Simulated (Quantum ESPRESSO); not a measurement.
## In under changes of volume

One of the cells (26.144 Å³/atom); the others are scaled copies at fixed shape and fractional positions:

```
CELL_PARAMETERS angstrom
-1.62547 1.62547 2.47370
1.62547 -1.62547 2.47370
1.62547 1.62547 -2.47370
ATOMIC_POSITIONS crystal
In 0.00000 0.00000 0.00000
```

```yaml
Program: Quantum ESPRESSO 7.5
Functional: LDA
Potentials_or_basis: GBRV 1.5 LDA
Cutoff: 762 eV
Density_cutoff: 6095 eV
k_mesh: 11 × 11 × 11
Occupations: fermi-dirac, width 0.05 eV
Spin: no spin polarisation
```

| volume (Å³/atom) | energy over the lowest point (meV/atom) | pressure (GPa) |
| --- | --- | --- |
| 24.575 | 0.00 | -0.1 |
| 25.098 | 1.35 | -1.1 |
| 25.621 | 5.75 | -2.0 |
| 26.144 | 12.79 | -2.7 |
| 26.666 | 22.15 | -3.4 |
| 27.189 | 33.55 | -4.0 |
| 27.712 | ? | ? |

Question: What does the run at 27.712 Å³/atom give?

Answer: Energy over the lowest point 46.70 meV/atom; pressure -4.5 GPa.

Worked out: A Birch-Murnaghan fit of order 3 (a polynomial in V^(-2/3)) to the other rows has its minimum at 24.62 Å³/atom with B0 = V·E''(V) = 49 GPa and B' = 5.2 at fixed shape and positions, which overstates the stiffness. It gives 46.72 meV/atom at 27.712 Å³/atom, against the run's 46.70, and -dE/dV = -4.3 GPa, against -4.5.

Energies are extrapolated to zero smearing.
